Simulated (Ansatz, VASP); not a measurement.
**SrTiO3 (Tausonite) in VASP and in Ansatz**

File POSCAR:

```
SrTiO3
1.0
    3.9834758849      0.0000000000      0.0000000000
    0.0000000000      3.9834758849      0.0000000000
    0.0000000000      0.0000000000      3.9834758849
Sr Ti O
1 1 3
Direct
    0.5000000000      0.5000000000      0.5000000000
    0.0000000000      0.0000000000      0.0000000000
    0.5000000000      0.0000000000      0.0000000000
    0.0000000000      0.5000000000      0.0000000000
    0.0000000000      0.0000000000      0.5000000000
```

INCAR.step1

```
SYSTEM = SrTiO3
ALGO     = Normal         ! electronic algorithm
EDIFF    = 1E-4           ! SCF threshold, eV
ENCUT    = 520            ! plane-wave cutoff, eV
GGA      = PE             ! functional
ISMEAR   = 0              ! smearing method
LASPH    = .TRUE.         ! aspherical terms in the spheres
LCHARG   = .FALSE.        ! write CHGCAR
LREAL    = .FALSE.        ! projectors in reciprocal space
LWAVE    = .TRUE.         ! write WAVECAR
NBANDS   = 28             ! bands
NELM     = 80             ! most SCF steps
PREC     = Accurate       ! precision mode
SIGMA    = 0.01           ! smearing width, eV
```

The input INCAR.step2:

```
SYSTEM = SrTiO3
ALGO     = Normal         ! electronic algorithm
EDIFF    = 1E-6           ! SCF threshold, eV
ENCUT    = 520            ! plane-wave cutoff, eV
ISIF     = 2              ! what is computed and relaxed
ISMEAR   = 0              ! smearing method
ISTART   = 1            
LASPH    = .TRUE.         ! aspherical terms in the spheres
LCHARG   = .TRUE.         ! write CHGCAR
LELF     = .TRUE.         ! ELF
LMIXTAU  = .TRUE.       
LREAL    = .FALSE.        ! projectors in reciprocal space
LVHAR    = .TRUE.       
LWAVE    = .FALSE.        ! write WAVECAR
METAGGA  = R2SCAN         ! meta-GGA
NBANDS   = 28             ! bands
NELM     = 80             ! most SCF steps
PREC     = Accurate       ! precision mode
SIGMA    = 0.01           ! smearing width, eV
```

Contents of KPOINTS:

```
k-points
0
G
  6 6 6
  0 0 0
```

Input for Ansatz:

```yaml
crystal:
  lattice:
    - [3.9834758849, 0.0, 0.0]
    - [0.0, 3.9834758849, 0.0]
    - [0.0, 0.0, 3.9834758849]
  atoms:
    - { symbol: Sr, position: [0.5, 0.5, 0.5] }
    - { symbol: Ti, position: [0.0, 0.0, 0.0] }
    - { symbol: O, position: [0.5, 0.0, 0.0] }
    - { symbol: O, position: [0.0, 0.5, 0.0] }
    - { symbol: O, position: [0.0, 0.0, 0.5] }
kpoints:
  mp_grid: { grid: [6, 6, 6] }
hamiltonian:
  xc: r2scan
scf:
  occupations: { method: fixed }
  n_extra_bands: 5
output:
  forces: true
  stress: true
  eigenvalues: true
```

Alike in both runs: task single point; functional r2SCAN; k mesh 6 × 6 × 6; no spin polarisation.

|  | VASP | Ansatz |
| --- | --- | --- |
| version | VASP 6.6.1 | Ansatz 0.2.0 |
| potentials or method | VASP PAW PBE potentials, release 64 (Sr_sv, Ti_sv, O) | plane waves, PAW |
| plane-wave cutoff (eV) | 520 | 500 |
| occupations | gaussian, width 0.01 eV | fixed |
| valence electrons in the cell | 40 | 40 |

VASP gave:

```
gap on the k mesh at the Fermi level (eV) : 2.14
pressure (GPa)                            : -8.9
```

Which values does Ansatz return?

gap on the k mesh at the Fermi level (eV): 2.13; pressure (GPa): -9.7.

Caveats: the PAW data sets were made with another functional, which shifts forces and pressure a little (VASP). A k mesh can miss the band edges. r2SCAN opens gaps a little over a GGA but as a rule still falls short of measured ones.
